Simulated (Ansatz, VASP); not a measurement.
**Ti in VASP and in Ansatz**

```xyz
1
Lattice="-1.5345 1.5345 1.5345 1.5345 -1.5345 1.5345 1.5345 1.5345 -1.5345" Properties=species:S:1:pos:R:3 pbc="T T T"
Ti    0.0000    0.0000    0.0000
```

Alike in both runs: functional PBE; k mesh 20 × 20 × 20; occupations gaussian, width 0.1 eV; no spin polarisation.

Ansatz relaxed the structure, and its values are those at the end. VASP's run is a single point on that final structure, the one shown.

|  | VASP | Ansatz |
| --- | --- | --- |
| version | VASP 6.6.1 | Ansatz 0.2.0 |
| potentials or method | VASP PAW PBE potentials, release 64 (Ti_sv) | scalar-relativistic, plane waves, PAW |
| plane-wave cutoff (eV) | 520 | 420 |
| valence electrons in the cell | 12 | 12 |

VASP gave:

| Property | Result |
| --- | --- |
| gap on the k mesh at the Fermi level (eV) | none |
| pressure (GPa) | 24.3 |

Q: Estimate Ansatz's values.

A: gap on the k mesh at the Fermi level (eV): none; pressure (GPa): 25.0.

A gap of «none» marks a metal or a gap that the smearing closes.

Caveats: so large a pressure means that the cell lies far from this level's equilibrium, or that cutoff or potentials fall short (VASP).
